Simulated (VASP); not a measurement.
## VASP inputs for CaSe (strained rocksalt)

INCAR

```
SIGMA = 0.01
LCHARG = .FALSE.
LREAL = .FALSE.
ISMEAR = 0
NSW = 0
ISIF = 2
NBANDS = 15
PREC = Accurate
IBRION = -1
LASPH = .TRUE.
METAGGA = R2SCAN
NELM = 120
EDIFF = 1E-7
ENCUT = 520
ALGO = Normal
LWAVE = .FALSE.
```

KPOINTS

```
KPOINTS created by Atomic Simulation Environment
0
Gamma
8 8 8
0 0 0
```

KPOINTS_OPT

```
special points
6
Reciprocal
0.0000000000 0.0000000000 0.0000000000 1
0.5000000000 0.0000000000 0.5000000000 1
0.6250000000 0.2500000000 0.6250000000 1
0.3750000000 0.3750000000 0.7500000000 1
0.5000000000 0.5000000000 0.5000000000 1
0.5000000000 0.2500000000 0.7500000000 1
```

POSCAR

```
Ca Se
 1.0000000000000000
     0.0000000000000000    2.9675351117000002    3.0868300232000001
     2.9675351117000002    0.0000000000000000    3.0868300232000001
     2.9675351117000002    2.9675351117000002    0.0000000000000000
 Ca  Se
   1   1
Cartesian
  0.0000000000000000  0.0000000000000000  0.0000000000000000
  2.9675351116999997  2.9675351116999997  3.0868300232000001
```

VASP ran with the recommended PBE PAW datasets (16 valence electrons in the cell).

**Question.** What does this run give?

**Answer.** gap between bands v and c 2.60 eV; least direct gap 3.43 eV; pressure -1.5 GPa.

Band v is the last that the valence electrons fill when counted band by band, and c is the next. Levels in eV from the top of v:

```tsv
point	v−1	v	c	c+1
Γ	0.00	0.00	3.78	4.07
X	-1.00	-0.89	2.60	5.42
K	-1.93	-1.00	3.85	6.09
L	-1.10	-1.09	5.02	5.95
W	-1.83	-1.62	4.98	4.99
```
